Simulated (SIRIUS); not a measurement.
# Ir (Fm-3m) in SIRIUS: a series of runs

One crystal, Ir, is run at these levels: RPBE; tasks: equation of state.

Everything below comes from runs of SIRIUS 7.12.0. Logs are shortened: lines on timing, memory, paths and dates and some standing lists are left out, and cuts for length are marked. The log counts tension as positive stress, the text compression.

**1. The crystal as given**

It takes space group Fm-3m (No. 225, cubic). Conventional cell: a = 3.831 Å, b = 3.831 Å, c = 3.831 Å, α = 90.00°, β = 90.00°, γ = 90.00°. Ir (site symmetry m-3m) is surrounded by 12 Ir at 2.71 Å.

**2. Equation of state, RPBE, 13.22 Å³/atom (volume scaled by 0.94)**

The input, sirius.json:

```json
{
  "control": {
    "processing_unit": "cpu",
    "std_evp_solver_name": "lapack",
    "gen_evp_solver_name": "lapack",
    "verbosity": 2,
    "print_forces": false,
    "ortho_rf": true,
    "use_second_variation": true,
    "rmt_max": 3.0,
    "num_bands_to_print": 24,
    "save_wf": true
  },
  "parameters": {
    "electronic_structure_method": "full_potential_lapwlo",
    "xc_functionals": ["XC_GGA_X_RPBE", "XC_GGA_C_PBE"],
    "core_relativity": "dirac",
    "valence_relativity": "iora",
    "num_fv_states": 24,
    "smearing": "fermi_dirac",
    "smearing_width": 0.0018374661,
    "pw_cutoff": 20,
    "gk_cutoff": 3.74,
    "lmax_apw": 11,
    "lmax_rho": 8,
    "lmax_pot": 8,
    "num_mag_dims": 0,
    "auto_rmt": 0,
    "ngridk": [12, 12, 12],
    "shiftk": [0, 0, 0],
    "num_dft_iter": 80,
    "energy_tol": 1e-07,
    "density_tol": 1e-05,
    "use_symmetry": true
  },
  "settings": {"tol_ne": 1e-10},
  "iterative_solver": {"type": "exact"},
  "mixer": {"type": "anderson", "beta": 0.5, "max_history": 8},
  "unit_cell": {
    "lattice_vectors": [[0.0, 3.5460619075, 3.5460619075], [3.5460619075, 0.0, 3.5460619075], [3.5460619075, 3.5460619075, 0.0]],
    "atom_types": ["Ir"],
    "atom_files": {"Ir": "Ir.json"},
    "atoms": {"Ir": [[0.0, 0.0, 0.0]]}
  }
}
```

The input, Ir.json:

```json
{
  "name": "iridium",
  "symbol": "Ir",
  "number": 77,
  "mass": 192.217,
  "rmin": 1e-06,
  "rmt": 2.46,
  "nrmt": 800,
  "rinf": 13.6,
  "core": "1s2s2p3s3p3d4s4p4d",
  "valence": [
    {"basis": [{"enu": 0.38, "dme": 0, "n": 0, "auto": 0}, {"enu": 0.38, "dme": 1, "n": 0, "auto": 0}]},
    {"l": 0, "n": 1, "basis": [{"enu": 0.48, "dme": 0, "n": 0, "auto": 0}]},
    {"l": 1, "n": 2, "basis": [{"enu": 0.48, "dme": 0, "n": 0, "auto": 0}]},
    {"l": 2, "n": 3, "basis": [{"enu": 0.48, "dme": 0, "n": 0, "auto": 0}]},
    {"l": 3, "n": 4, "basis": [{"enu": 0.48, "dme": 0, "n": 0, "auto": 0}]},
    {"l": 4, "n": 5, "basis": [{"enu": 0.48, "dme": 0, "n": 0, "auto": 0}]}
  ],
  "lo": [
    {"l": 0, "basis": [{"enu": 0.48, "dme": 0, "n": 0, "auto": 0}, {"enu": 0.48, "dme": 1, "n": 0, "auto": 0}]},
    {
      "l": 0,
      "basis": [{"enu": -2.8741, "dme": 0, "n": 5, "auto": 1}, {"enu": -2.8741, "dme": 1, "n": 5, "auto": 1}]
    },
    {
      "l": 0,
      "basis": [{"enu": -2.8741, "dme": 1, "n": 5, "auto": 1}, {"enu": 0.48, "dme": 0, "n": 0, "auto": 0}]
    },
    {"l": 0, "basis": [{"enu": 0.48, "dme": 0, "n": 0, "auto": 0}, {"enu": 3.1239, "dme": 0, "n": 0, "auto": 0}]},
    {"l": 1, "basis": [{"enu": 0.48, "dme": 0, "n": 0, "auto": 0}, {"enu": 0.48, "dme": 1, "n": 0, "auto": 0}]},
    {
      "l": 1,
      "basis": [{"enu": -1.2921, "dme": 0, "n": 5, "auto": 1}, {"enu": -1.2921, "dme": 1, "n": 5, "auto": 1}]
    },
    {
      "l": 1,
      "basis": [{"enu": -1.2921, "dme": 1, "n": 5, "auto": 1}, {"enu": 0.48, "dme": 0, "n": 0, "auto": 0}]
    },
    {"l": 1, "basis": [{"enu": 0.48, "dme": 0, "n": 0, "auto": 0}, {"enu": 3.5205, "dme": 0, "n": 0, "auto": 0}]},
    {"l": 2, "basis": [{"enu": 0.48, "dme": 0, "n": 0, "auto": 0}, {"enu": 0.48, "dme": 1, "n": 0, "auto": 0}]},
    {"l": 2, "basis": [{"enu": 0.48, "dme": 1, "n": 0, "auto": 0}, {"enu": 0.48, "dme": 2, "n": 0, "auto": 0}]},
    {"l": 2, "basis": [{"enu": 0.48, "dme": 0, "n": 0, "auto": 0}, {"enu": 3.0578, "dme": 0, "n": 0, "auto": 0}]},
    {"l": 3, "basis": [{"enu": 0.48, "dme": 0, "n": 0, "auto": 0}, {"enu": 0.48, "dme": 1, "n": 0, "auto": 0}]},
    {
      "l": 3,
      "basis": [{"enu": -1.5896, "dme": 0, "n": 4, "auto": 1}, {"enu": -1.5896, "dme": 1, "n": 4, "auto": 1}]
    },
    {
      "l": 3,
      "basis": [{"enu": -1.5896, "dme": 1, "n": 4, "auto": 1}, {"enu": 0.48, "dme": 0, "n": 0, "auto": 0}]
    },
    {"l": 3, "basis": [{"enu": 0.48, "dme": 0, "n": 0, "auto": 0}, {"enu": 4.3137, "dme": 0, "n": 0, "auto": 0}]},
    {"l": 4, "basis": [{"enu": 0.48, "dme": 0, "n": 0, "auto": 0}, {"enu": 0.48, "dme": 1, "n": 0, "auto": 0}]},
    {"l": 4, "basis": [{"enu": 0.48, "dme": 0, "n": 0, "auto": 0}, {"enu": 3.6527, "dme": 0, "n": 0, "auto": 0}]}
  ],
  "free_atom": [... radial grid and density of the free atom, the start of the SCF ...]
}
```

The input, sirius_start.json:

```json
{
  "control": {
    "processing_unit": "cpu",
    "std_evp_solver_name": "lapack",
    "gen_evp_solver_name": "lapack",
    "verbosity": 1,
    "print_forces": false,
    "ortho_rf": true,
    "use_second_variation": true,
    "rmt_max": 3.0,
    "num_bands_to_print": 24,
    "save_wf": false
  },
  "parameters": {
    "electronic_structure_method": "full_potential_lapwlo",
    "xc_functionals": ["XC_LDA_X", "XC_LDA_C_PW"],
    "core_relativity": "dirac",
    "valence_relativity": "iora",
    "num_fv_states": 24,
    "smearing": "fermi_dirac",
    "smearing_width": 0.0055123983,
    "pw_cutoff": 20,
    "gk_cutoff": 2.99,
    "lmax_apw": 11,
    "lmax_rho": 8,
    "lmax_pot": 8,
    "num_mag_dims": 0,
    "auto_rmt": 0,
    "ngridk": [5, 5, 5],
    "shiftk": [0, 0, 0],
    "num_dft_iter": 30,
    "energy_tol": 0.01,
    "density_tol": 0.05,
    "use_symmetry": true
  },
  "settings": {"tol_ne": 1e-10},
  "iterative_solver": {"type": "exact"},
  "mixer": {"type": "anderson", "beta": 0.5, "max_history": 8},
  "unit_cell": {
    "lattice_vectors": [[0.0, 3.5460619075, 3.5460619075], [3.5460619075, 0.0, 3.5460619075], [3.5460619075, 3.5460619075, 0.0]],
    "atom_types": ["Ir"],
    "atom_files": {"Ir": "Ir.json"},
    "atoms": {"Ir": [[0.0, 0.0, 0.0]]}
  }
}
```

Potentials or basis: all-electron FP-LAPW, apw+lo standard.

Run with:

```bash
> OMP_NUM_THREADS=1 sirius.scf --input=sirius_start.json --output=start.json
> OMP_NUM_THREADS=1 sirius.scf --input=sirius.json --output=output.json --task=1
```

The log of the run:

```text
[info] SIRIUS version : 7.12.0
[info] number of MPI ranks           : 1
[info] MPI grid                      : 1 1
[info] maximum number of OMP threads : 1
[fft] FFT context for density and potential
[fft] =====================================
[fft]   plane wave cutoff                     : 20
[fft]   grid size                             : 36 36 36   total : 46656
[fft]   grid limits                           : -17 18   -17 18   -17 18
[fft]   number of G-vectors within the cutoff : 12039
[fft]   number of G-shells                    : 357
[fft] FFT context for coarse grid
[fft] =====================================
[fft]   plane wave cutoff                     : 7.48
[fft]   grid size                             : 15 15 15   total : 3375
[fft]   grid limits                           : -7 7   -7 7   -7 7
[fft]   number of G-vectors within the cutoff : 609
[fft]   number of G-shells                    : 30
[unit cell] lattice vectors
[unit cell]   a1 :       0.0000000000      3.5460619075      3.5460619075
[unit cell]   a2 :       3.5460619075      0.0000000000      3.5460619075
[unit cell]   a3 :       3.5460619075      3.5460619075      0.0000000000
[unit cell] reciprocal lattice vectors
[unit cell]   b1 :      -0.8859384680      0.8859384680      0.8859384680
[unit cell]   b2 :       0.8859384680     -0.8859384680      0.8859384680
[unit cell]   b3 :       0.8859384680      0.8859384680     -0.8859384680
[unit cell] unit cell volume :        89.18030135 [a.u.^3]
[unit cell] 1/sqrt(omega)    :         0.10589258
[unit cell] MT volume        :        62.35825170 (69.92%)
[unit cell] IT volume        :        26.82204965 (30.08%)
[unit cell] number of atom types : 1
[unit cell] type id : 0 symbol : Ir mt_radius :   2.460000 num_atoms : 1
[unit cell] total number of atoms : 1
[unit cell] number of symmetry classes : 1
[unit cell] atom id  type id  class id             position                      vector_field
[unit cell] ------------------------------------------------------------------------------------------
[unit cell]      0        0        0      0.00000   0.00000   0.00000      0.00000   0.00000   0.00000
[unit cell] atom id         position (Cartesian, a.u.)
[unit cell] ---------------------------------------------
[unit cell]      0       0.000000    0.000000    0.000000
[... 333 lines left out ...]
[generate_radial_functions] {l: 3, n: 4, enu: -1.52632, dme: 1, auto: 1}
[diagonalize] Lowest band energies
[diagonalize] ik:    0   -2.841564   -1.527999   -1.526280   -1.526280   -1.526280   -1.525734   -1.525734   -1.525734   -1.237541   -1.237541   -1.237541    0.145265    0.422561    0.422561    0.422561    0.532478    0.532478    1.071603    1.288943    1.288943    1.288943    1.499321    1.883180    1.883180
[diagonalize] ik:    1   -2.841341   -1.527980   -1.526310   -1.526310   -1.526279   -1.525736   -1.525720   -1.525720   -1.240136   -1.237889   -1.237889    0.157458    0.415905    0.427791    0.427791    0.528962    0.528962    1.093078    1.240872    1.309766    1.309766    1.560996    1.773787    1.820377
[diagonalize] ik:    2   -2.840731   -1.527935   -1.526393   -1.526393   -1.526274   -1.525746   -1.525680   -1.525680   -1.247138   -1.238837   -1.238837    0.190530    0.402754    0.438377    0.438377    0.525405    0.525405    1.136685    1.171750    1.368601    1.368601    1.574791    1.687869    1.687869
[diagonalize] ik:    3   -2.839895   -1.527869   -1.526510   -1.526510   -1.526271   -1.525754   -1.525628   -1.525628   -1.256487   -1.240123   -1.240123    0.230690    0.402498    0.440144    0.440144    0.539052    0.539052    1.079342    1.192844    1.455450    1.455450    1.480612    1.547562    1.547562
[diagonalize] ik:    4   -2.839058   -1.527803   -1.526625   -1.526625   -1.526266   -1.525763   -1.525573   -1.525573   -1.265609   -1.241400   -1.241400    0.253518    0.430863    0.430863    0.440255    0.571595    0.571595    1.005850    1.141554    1.419406    1.419406    1.523137    1.565757    1.565757
[diagonalize] ...
[diagonalize] ik:   67   -2.837336   -1.527657   -1.526757   -1.526640   -1.526568   -1.525620   -1.525571   -1.525540   -1.266890   -1.255574   -1.249790    0.312903    0.332968    0.429759    0.545789    0.615757    0.777696    0.962376    1.026487    1.138087    1.468284    1.481279    1.654734    1.789004
[diagonalize] ik:   68   -2.837186   -1.527641   -1.526733   -1.526689   -1.526576   -1.525602   -1.525568   -1.525536   -1.264835   -1.259205   -1.250369    0.322607    0.354307    0.412521    0.517799    0.629321    0.856724    0.899371    1.012580    1.117405    1.452874    1.530413    1.671407    1.773982
[diagonalize] ik:   69   -2.837260   -1.527648   -1.526734   -1.526687   -1.526557   -1.525613   -1.525576   -1.525526   -1.263324   -1.260800   -1.249327    0.335104    0.372596    0.384259    0.511142    0.615732    0.817877    0.970990    0.981610    1.146973    1.433929    1.506214    1.732725    1.739878
[diagonalize] ik:   70   -2.837112   -1.527635   -1.526754   -1.526659   -1.526609   -1.525585   -1.525561   -1.525554   -1.267199   -1.256595   -1.251472    0.303573    0.328188    0.456483    0.539020    0.643279    0.847236    0.913879    0.985621    1.093114    1.505101    1.552277    1.563594    1.808043
[diagonalize] ik:   71   -2.837111   -1.527636   -1.526708   -1.526708   -1.526605   -1.525574   -1.525574   -1.525557   -1.261945   -1.261945   -1.251585    0.325483    0.383270    0.383270    0.505786    0.643333    0.904656    0.931370    0.931370    1.097401    1.514415    1.514415    1.646668    1.850700
[generate_core_charge_density] atom class : 0
[generate_core_charge_density]   n,l,k : 1 0 1  energy :       -2793.16499517
[generate_core_charge_density]   n,l,k : 2 0 1  energy :        -487.64462059
[generate_core_charge_density]   n,l,k : 2 1 1  energy :        -467.00189380
[generate_core_charge_density]   n,l,k : 2 1 2  energy :        -407.18070760
[generate_core_charge_density]   n,l,k : 3 0 1  energy :        -113.47753283
[generate_core_charge_density]   n,l,k : 3 1 1  energy :        -104.25008447
[generate_core_charge_density]   n,l,k : 3 1 2  energy :         -91.14987790
[generate_core_charge_density]   n,l,k : 3 2 2  energy :         -75.78652105
[generate_core_charge_density]   n,l,k : 3 2 3  energy :         -72.95594624
[generate_core_charge_density]   n,l,k : 4 0 1  energy :         -23.62093415
[generate_core_charge_density]   n,l,k : 4 1 1  energy :         -19.72970921
[generate_core_charge_density]   n,l,k : 4 1 2  energy :         -16.63227920
[generate_core_charge_density]   n,l,k : 4 2 2  energy :         -10.26487588
[generate_core_charge_density]   n,l,k : 4 2 3  energy :          -9.68988199
[find] Total energy                   :  -17858.62528438 (Ha),  -35717.25056875 (Ry)
[find] iteration : 1, RMS (target) : 3.2141e-01 (1.0000e-05) , energy difference (target) : 1.1968e-04 (1.0000e-07)
[find] Total energy                   :  -17858.62530111 (Ha),  -35717.25060222 (Ry)
[... 17 lines left out ...]
[find] valence_eval_sum               :     -30.23036893
[find] core_eval_sum                  :  -10916.68643859
[find] kinetic energy                 :   20353.50498423
[find] enuc                           :  -22440.71955541
[find] <rho|V^{XC}>                   :    -457.10596373
[find] <rho|E^{XC}>                   :    -349.75275240
[find] <mag|B^{XC}>                   :       0.00000000
[find] <rho|V^{H}>                    :  -30843.31582802
[find] smearing (-TS)                 :      -0.00015365
[find] SCF correction                 :      -0.00004537
[find] Total energy                   :  -17858.62528296 (Ha),  -35717.25056593 (Ry)
[find] Free energy (E-TS)             :  -17858.62543661 (Ha),  -35717.25087323 (Ry)
[find] band gap (eV)                  :       0.00000000
[find] Efermi                         :       0.60359907
[find] iteration : 6, RMS (target) : 2.1967e-06 (1.0000e-05) , energy difference (target) : 3.0301e-08 (1.0000e-07)
[find] converged after 7 SCF iterations!
[find] Charges and magnetic moments
[find] --------------------------------------------------------------------------------
[find] atom      charge    core leakage
[find] --------------------------------------------------------------------------------
[find]    0   75.583213    2.020761e-07
[find] total core leakage    : 2.02076051e-07
[find] interstitial charge   : 1.416783
[find] total charge          : 76.999997
[find] Energy
[find] --------------------------------------------------------------------------------
[find] valence_eval_sum               :     -30.23036893
[find] core_eval_sum                  :  -10916.68643859
[find] kinetic energy                 :   20353.50498423
[find] enuc                           :  -22440.71955541
[find] <rho|V^{XC}>                   :    -457.10596373
[find] <rho|E^{XC}>                   :    -349.75275240
[find] <mag|B^{XC}>                   :       0.00000000
[find] <rho|V^{H}>                    :  -30843.31582802
[find] smearing (-TS)                 :      -0.00015365
[find] SCF correction                 :      -0.00004537
[find] Total energy                   :  -17858.62528296 (Ha),  -35717.25056593 (Ry)
[find] Free energy (E-TS)             :  -17858.62543661 (Ha),  -35717.25087323 (Ry)
[find] band gap (eV)                  :       0.00000000
[find] Efermi                         :       0.60359907
```

Wall time 55 s (1 thread of Intel Xeon Platinum 8259CL at 2.50GHz (Skylake/Cascade Lake), shared host); peak memory 0.35 GiB.

Results:

```
Free energy                                       : -485957.9546 eV
Band gap on the k mesh                            : none (metal or under the smearing width)
All electrons inside the program's atomic spheres : Ir 75.58 (radii Ir 2.46 bohr)
```

**3. Equation of state, RPBE, 13.50 Å³/atom (volume scaled by 0.96)**

Changes to sirius.json since step 2:

```diff
@@ -39,3 +39,3 @@
   "unit_cell": {
-    "lattice_vectors": [[0.0, 3.5460619075, 3.5460619075], [3.5460619075, 0.0, 3.5460619075], [3.5460619075, 3.5460619075, 0.0]],
+    "lattice_vectors": [[0.0, 3.5710349971, 3.5710349971], [3.5710349971, 0.0, 3.5710349971], [3.5710349971, 3.5710349971, 0.0]],
     "atom_types": ["Ir"],
```

The input, Ir.json:

```json
{
  "name": "iridium",
  "symbol": "Ir",
  "number": 77,
  "mass": 192.217,
  "rmin": 1e-06,
  "rmt": 2.46,
  "nrmt": 800,
  "rinf": 13.6,
  "core": "1s2s2p3s3p3d4s4p4d",
  "valence": [
    {"basis": [{"enu": 0.36, "dme": 0, "n": 0, "auto": 0}, {"enu": 0.36, "dme": 1, "n": 0, "auto": 0}]},
    {"l": 0, "n": 1, "basis": [{"enu": 0.46, "dme": 0, "n": 0, "auto": 0}]},
    {"l": 1, "n": 2, "basis": [{"enu": 0.46, "dme": 0, "n": 0, "auto": 0}]},
    {"l": 2, "n": 3, "basis": [{"enu": 0.46, "dme": 0, "n": 0, "auto": 0}]},
    {"l": 3, "n": 4, "basis": [{"enu": 0.46, "dme": 0, "n": 0, "auto": 0}]},
    {"l": 4, "n": 5, "basis": [{"enu": 0.46, "dme": 0, "n": 0, "auto": 0}]}
  ],
  "lo": [
    {"l": 0, "basis": [{"enu": 0.46, "dme": 0, "n": 0, "auto": 0}, {"enu": 0.46, "dme": 1, "n": 0, "auto": 0}]},
    {
      "l": 0,
      "basis": [{"enu": -2.8941, "dme": 0, "n": 5, "auto": 1}, {"enu": -2.8941, "dme": 1, "n": 5, "auto": 1}]
    },
    {
      "l": 0,
      "basis": [{"enu": -2.8941, "dme": 1, "n": 5, "auto": 1}, {"enu": 0.46, "dme": 0, "n": 0, "auto": 0}]
    },
    {"l": 0, "basis": [{"enu": 0.46, "dme": 0, "n": 0, "auto": 0}, {"enu": 3.1039, "dme": 0, "n": 0, "auto": 0}]},
    {"l": 1, "basis": [{"enu": 0.46, "dme": 0, "n": 0, "auto": 0}, {"enu": 0.46, "dme": 1, "n": 0, "auto": 0}]},
    {
      "l": 1,
      "basis": [{"enu": -1.3121, "dme": 0, "n": 5, "auto": 1}, {"enu": -1.3121, "dme": 1, "n": 5, "auto": 1}]
    },
    {
      "l": 1,
      "basis": [{"enu": -1.3121, "dme": 1, "n": 5, "auto": 1}, {"enu": 0.46, "dme": 0, "n": 0, "auto": 0}]
    },
    {"l": 1, "basis": [{"enu": 0.46, "dme": 0, "n": 0, "auto": 0}, {"enu": 3.5005, "dme": 0, "n": 0, "auto": 0}]},
    {"l": 2, "basis": [{"enu": 0.46, "dme": 0, "n": 0, "auto": 0}, {"enu": 0.46, "dme": 1, "n": 0, "auto": 0}]},
    {"l": 2, "basis": [{"enu": 0.46, "dme": 1, "n": 0, "auto": 0}, {"enu": 0.46, "dme": 2, "n": 0, "auto": 0}]},
    {"l": 2, "basis": [{"enu": 0.46, "dme": 0, "n": 0, "auto": 0}, {"enu": 3.0378, "dme": 0, "n": 0, "auto": 0}]},
    {"l": 3, "basis": [{"enu": 0.46, "dme": 0, "n": 0, "auto": 0}, {"enu": 0.46, "dme": 1, "n": 0, "auto": 0}]},
    {
      "l": 3,
      "basis": [{"enu": -1.6096, "dme": 0, "n": 4, "auto": 1}, {"enu": -1.6096, "dme": 1, "n": 4, "auto": 1}]
    },
    {
      "l": 3,
      "basis": [{"enu": -1.6096, "dme": 1, "n": 4, "auto": 1}, {"enu": 0.46, "dme": 0, "n": 0, "auto": 0}]
    },
    {"l": 3, "basis": [{"enu": 0.46, "dme": 0, "n": 0, "auto": 0}, {"enu": 4.2937, "dme": 0, "n": 0, "auto": 0}]},
    {"l": 4, "basis": [{"enu": 0.46, "dme": 0, "n": 0, "auto": 0}, {"enu": 0.46, "dme": 1, "n": 0, "auto": 0}]},
    {"l": 4, "basis": [{"enu": 0.46, "dme": 0, "n": 0, "auto": 0}, {"enu": 3.6327, "dme": 0, "n": 0, "auto": 0}]}
  ],
  "free_atom": [... radial grid and density of the free atom, the start of the SCF ...]
}
```

Changes to sirius_start.json since step 2:

```diff
@@ -39,3 +39,3 @@
   "unit_cell": {
-    "lattice_vectors": [[0.0, 3.5460619075, 3.5460619075], [3.5460619075, 0.0, 3.5460619075], [3.5460619075, 3.5460619075, 0.0]],
+    "lattice_vectors": [[0.0, 3.5710349971, 3.5710349971], [3.5710349971, 0.0, 3.5710349971], [3.5710349971, 3.5710349971, 0.0]],
     "atom_types": ["Ir"],
```

Potentials or basis: all-electron FP-LAPW, apw+lo standard.

Run with:

```bash
> OMP_NUM_THREADS=1 sirius.scf --input=sirius_start.json --output=start.json
> OMP_NUM_THREADS=1 sirius.scf --input=sirius.json --output=output.json --task=1
```

Run time: 52 s. Hardware: 1 thread of Intel Xeon Platinum 8259CL at 2.50GHz (Skylake/Cascade Lake), shared host; peak memory 0.35 GiB.

The run converged. Its results:

```
Free energy                                       : -485958.0230 eV
Band gap on the k mesh                            : none (metal or under the smearing width)
All electrons inside the program's atomic spheres : Ir 75.52 (radii Ir 2.46 bohr)
```

(Continued in part 2 of 3.)
